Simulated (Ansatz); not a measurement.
# Ba4O5: the cost of one run

Program: Ansatz 0.2.0. Level of theory: DFT PBE, scalar-relativistic, plane waves, PAW. These are calculated values, not measurements.

## Step 1: Starting point

Symmetry: P-3m1, No. 164, trigonal system. The conventional cell has a = 3.889 Å, b = 3.889 Å, c = 30.702 Å, α = 90.00°, β = 90.00°, γ = 120.00°. O (site symmetry 3m) is surrounded by 3 Ba at 2.75 Å. Around Ba (site symmetry 3m) lie 6 O at 2.75 Å. O (site symmetry 3m) is surrounded by 6 Ba at 2.75 Å. Around O (site symmetry -3m) lie 6 Ba at 2.75 Å.

Coordinates:

```
O Ba
1.0
     3.88909    0.00000    0.00000
    -1.94454    3.36805    0.00000
     0.00000    0.00000   30.70171
O Ba
5 4
Cartesian
  0.0000 2.2454 9.0000
  0.0000 0.0000 12.1754
  1.9445 1.1227 15.3509
  0.0000 2.2454 18.5263
  0.0000 0.0000 21.7017
  1.9445 1.1227 10.5877
  0.0000 2.2454 13.7631
  0.0000 0.0000 16.9386
  1.9445 1.1227 20.1140
```

Slab cut from the bulk at the bulk's listed lattice constants, lower half held.

## Step 2: Relaxing the atoms

input.yaml reads:

```yaml
crystal:
  lattice:
    - [3.8890873, 0.0, 0.0]
    - [-1.94454365, 3.3680484, 0.0]
    - [0.0, 0.0, 30.7017059139]
  atoms:
    - { symbol: O, position: [0.33333333, 0.66666667, 0.29314332] }
    - { symbol: Ba, position: [0.66666667, 0.33333333, 0.34485749] }
    - { symbol: O, position: [0.0, 0.0, 0.39657166] }
    - { symbol: Ba, position: [0.33333333, 0.66666667, 0.44828583] }
    - { symbol: O, position: [0.66666667, 0.33333333, 0.5] }
    - { symbol: Ba, position: [0.0, 0.0, 0.55171417] }
    - { symbol: O, position: [0.33333333, 0.66666667, 0.60342834] }
    - { symbol: Ba, position: [0.66666667, 0.33333333, 0.65514251] }
    - { symbol: O, position: [0.0, 0.0, 0.70685668] }
basis:
  ecutwfc: 420
  fft_grid_basis: typed
kpoints:
  mp_grid: { grid: [9, 9, 1] }
hamiltonian:
  xc: pbe
scf:
  occupations: { method: gaussian, width: 0.05 }
output:
  forces: true
  eigenvalues: true
efield:
  axis: 3
  dipole_correction: true
  ramp_width: 0.04
relax:
  adjacent_minimum: "off"
  f_tol: 0.04
  max_steps: 40
  constraints: [{ sites: [0, 1, 2, 3] }]
```

On the command line:

```
> ansatz run input.yaml --threads 1 --pin off --max-ram 2211MiB --backend cpu --events-out ev --progress --plain --runs-dir out
```

**Question.** How long does this run take on 1 thread of Arm Neoverse V2, shared host, and how much memory does it need?

About 2.6 min, with a peak of 0.57 GiB.
